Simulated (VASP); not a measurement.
# BN, self-consistent run: which settings are enough?

BN, Imm2 (no. 44), 2 atoms in the cell. LDA; PAW potentials N, B (LDA set). VASP 6.6.1. The cell is changed on purpose: last atom moved by 0.08 Å along z, cell strained by +1.5% along z.

Wanted: stress within 0.2 GPa.

What the run is for: stress; Accuracy asked: standard.

POSCAR:
```
BN
1.0
    0.0000000000      1.8130010000      1.8401960150
    1.8130010000      0.0000000000      1.8401960150
    1.8130010000      1.8130010000      0.0000000000
N B
1 1
Direct
    0.2500000000      0.2500000000      0.2500000000
    0.0220628700      0.0220628700     -0.0220628700
```

The series start from Plane-wave cutoff (eV): 520; k-point mesh: 10 × 10 × 10; Precision mode (PREC): Accurate; Electronic threshold (eV): 1e-6; Bands in all (NBANDS): 14; Electronic algorithm: ALGO=Normal; Support grid and gradient cutoff: ADDGRID=False GGA_COMPAT=False; Delay and inner steps: defaults. Each series keeps the choices made before it, and each single choice may use up half of a tolerance.

## Plane-wave cutoff (eV)

| Plane-wave cutoff (eV) | Stress, largest deviation (GPa) | SCF iterations | Time (s) |
|---|---|---|---|
| 320 | 27.46 | 11 | 3.6 |
| 400 | 6.03 | 11 | 7.3 |
| 460 | 0.86 | 11 | 7.7 |
| 520 | 0.07 | 11 | 9.4 |
| 600 | 0.19 | 11 | 9.4 |
| 700 | 0.29 | 11 | 11 |
| 840 (reference) | 0.00 | 11 | 12 |

Chosen: 840; the next looser run is off by more than half of the tolerance, so convergence isn't shown beyond this value.

## k-point mesh

| k-point mesh | Stress, largest deviation (GPa) | SCF iterations | Time (s) |
|---|---|---|---|
| 3 × 3 × 3 | 3.43 | 11 | 1.4 |
| 4 × 4 × 4 | 0.74 | 11 | 1.9 |
| 5 × 5 × 5 | 0.19 | 11 | 2.6 |
| 7 × 7 × 7 | 0.02 | 11 | 5.2 |
| 8 × 8 × 8 | 0.00 | 11 | 6.6 |
| 10 × 10 × 10 | 0.00 | 11 | 12 |
| 13 × 13 × 13 | 0.00 | 11 | 22 |
| 16 × 16 × 16 | 0.00 | 11 | 38 |
| 20 × 20 × 20 (reference) | 0.00 | 11 | 74 |

Chosen: 7 × 7 × 7, the loosest value from which every tighter one stays within half of the tolerance.

## Precision mode (PREC)

| Precision mode (PREC) | Stress, largest deviation (GPa) | SCF iterations | Time (s) |
|---|---|---|---|
| SingleN | 0.01 | 11 | 4.1 |
| Normal | 0.00 | 11 | 3.9 |
| Single | 0.00 | 11 | 4.6 |
| Accurate (reference) | 0.00 | 11 | 5.2 |

Chosen: SingleN.

## Electronic threshold (eV)

| Electronic threshold (eV) | Stress, largest deviation (GPa) | SCF iterations | Time (s) |
|---|---|---|---|
| 0.001 | 0.54 | 9 | 3.5 |
| 0.0001 | 0.02 | 10 | 3.6 |
| 1e-5 | 0.03 | 11 | 4.2 |
| 1e-6 | 0.03 | 11 | 4.1 |
| 1e-7 | 0.00 | 12 | 4.5 |
| 1e-8 (reference) | 0.00 | 13 | 4.7 |

Chosen: 0.0001.

## Bands in all (NBANDS)

| Bands in all (NBANDS) | Stress, largest deviation (GPa) | SCF iterations | Time (s) |
|---|---|---|---|
| 5 | 0.07 | 10 | 1.7 |
| 6 | 0.07 | 10 | 2.1 |
| 8 | 0.08 | 10 | 2.3 |
| 10 | 0.08 | 10 | 2.6 |
| 14 | 0.07 | 10 | 3.6 |
| 24 (reference) | 0.00 | 10 | 5.8 |

Chosen: 5.

## Electronic algorithm

| Electronic algorithm | Stress, largest deviation (GPa) | SCF iterations | Time (s) |
|---|---|---|---|
| ALGO=Normal | 0.00 | 10 | 1.7 |
| ALGO=Fast | 1.11 | 12 | 2.0 |
| ALGO=VeryFast | 0.27 | 17 | 2.1 |
| ALGO=All ISEARCH=1 | 0.02 | 12 | 1.8 |
| ALGO=All ISEARCH=0 | 0.02 | 12 | 1.8 |
| ALGO=Damped TIME=0.4 | 0.21 | 17 | 2.1 |
| ALGO=Damped TIME=0.1 | 0.06 | 29 | 2.9 |

Chosen: ALGO=Normal; no other choice that stays within half of the tolerance saves 30 % of the time.

## Support grid and gradient cutoff

| Support grid and gradient cutoff | Stress, largest deviation (GPa) | SCF iterations | Time (s) |
|---|---|---|---|
| ADDGRID=False GGA_COMPAT=False | 0.00 | 10 | 1.7 |
| ADDGRID=True GGA_COMPAT=False | 0.01 | 10 | 1.7 |
| ADDGRID=False GGA_COMPAT=True | 0.00 | 10 | 1.7 |

Chosen: ADDGRID=False GGA_COMPAT=False.

## Delay and inner steps

| Delay and inner steps | Stress, largest deviation (GPa) | SCF iterations | Time (s) |
|---|---|---|---|
| defaults | 0.00 | 10 | 1.7 |
| NELMDL=-2 | 0.21 | 8 | 1.5 |
| NELMDL=-8 | 0.00 | 13 | 2.0 |
| NELMDL=-12 | 0.00 | 17 | 2.1 |
| NRMM=2 | 0.02 | 10 | 1.5 |
| NRMM=6 | 0.00 | 10 | 1.7 |
| WEIMIN=0.001 | 0.00 | 10 | 1.7 |

Chosen: NRMM=2; it saves 0.2 s of 1.7, so defaults would do nearly as well.

## All choices together

| Input | Stress, largest deviation (GPa) | Time (s) |
|---|---|---|
| the program's defaults (naive) | 5.96 | 0.9 |
| chosen settings | 0.04 | 1.5 |
| reference settings throughout | 0.00 | 138 |

The chosen settings stay within the tolerance of the reference run, but the reference itself isn't shown to be converged in: Plane-wave cutoff (eV).

Values of the reference run: Stress: -13.48, 0.2863, 0, 0.2863, -13.48, 0, 0, 0, -23.07 GPa.

## The input

INCAR:
```
SYSTEM = BN
ADDGRID = .FALSE.
ALGO = Normal
EDIFF = 1E-4
EFERMI = MIDGAP
ENCUT = 840
GGA = CA
GGA_COMPAT = .FALSE.
ISIF = 2
ISMEAR = 0
LASPH = .TRUE.
LCHARG = .FALSE.
LREAL = .FALSE.
LWAVE = .FALSE.
NBANDS = 5
NELM = 120
NRMM = 2
PREC = SingleN
SIGMA = 0.03
```

KPOINTS:
```
Automatic mesh
0
Gamma
  7 7 7
  0 0 0
```

Commands:
```
cat potpaw_LDA.64/N/POTCAR potpaw_LDA.64/B/POTCAR > POTCAR
mpirun -np 1 vasp_std > vasp.out
```

The chosen input took VASP 6.6.1 1.5 s on 1 core (Intel Xeon 6975P-C (Granite Rapids)), a shared host.

## An input that fails: cutoff far too low

It runs to its end, but against the unchanged starting input it is off by 197.41 GPa in the stress.

Changes against the starting input:
```
- NELM = 120
- ENCUT = 520
+ NELM = 72
+ ENCUT = 180
```
